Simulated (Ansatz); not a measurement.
Te (trigonal tellurium): energy against volume

All numbers below come from Ansatz 0.2.0, DFT, LDA (PW92), plane waves (420 eV) with PAW, scalar-relativistic. (PAW data from PBE, frozen cores regenerated.)

The cell is scaled uniformly from the relaxed one, with fractional coordinates and shape fixed. Energies are extrapolated to zero smearing, pressures are those at the given smearing. Because the bonds are stretched with the cell, B₀ of this curve lies above the true bulk modulus of such a structure. Magnetic state: spin not included.

A Birch-Murnaghan fit gives V₀ = 31.41 Å³/atom, B₀ = 58 GPa, B₀′ = 4.6.

(1) What are the energy above the minimum and the pressure at 27.689 Å³/atom?

(2) What are the energy above the minimum and the pressure at 32.723 Å³/atom?

(3) What are the energy above the minimum and the pressure at 35.240 Å³/atom?

Results:

(1) 101.2 meV/atom and 9.78 GPa as computed.

(2) 9.1 meV/atom and -2.16 GPa as computed.

(3) 68.1 meV/atom and -5.12 GPa as computed.
